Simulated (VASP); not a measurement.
Crystal: KI.

```xyz
2
Lattice="0.0000 3.9659 3.9659 3.9659 0.0000 3.9659 3.9659 3.9659 0.0000" Properties=species:S:1:pos:R:3 pbc="T T T"
K     0.0000    0.0000    0.0000
I     1.9829    1.9829    1.9829
```

The cell was built by a generator and needn't be a form met in nature.

Program: VASP 6.6.1. Alike in all runs: task single point; potentials or basis VASP PAW PBE potentials, release 64 (K_sv, I); no spin polarisation; cell as given; k mesh 4 × 4 × 4; cutoff (eV) 520; smearing gaussian 0.01 eV.

Order these runs on this cell by their band gap on the k mesh, lowest first.
A. level PBE-based screened hybrid; exchange at q = 0 truncated; grid for exact exchange (PRECFOCK) Normal; share of exact exchange 0.1; screening parameter 0.2078
B. level HSE06; exchange at q = 0 truncated; grid for exact exchange (PRECFOCK) Normal; screening parameter 0.2079 1/A
C. level PBE

C (3.93 eV), A (4.30 eV), B (4.88 eV).

Caveats: spin-orbit coupling is left out, which moves the levels of the heavy elements.
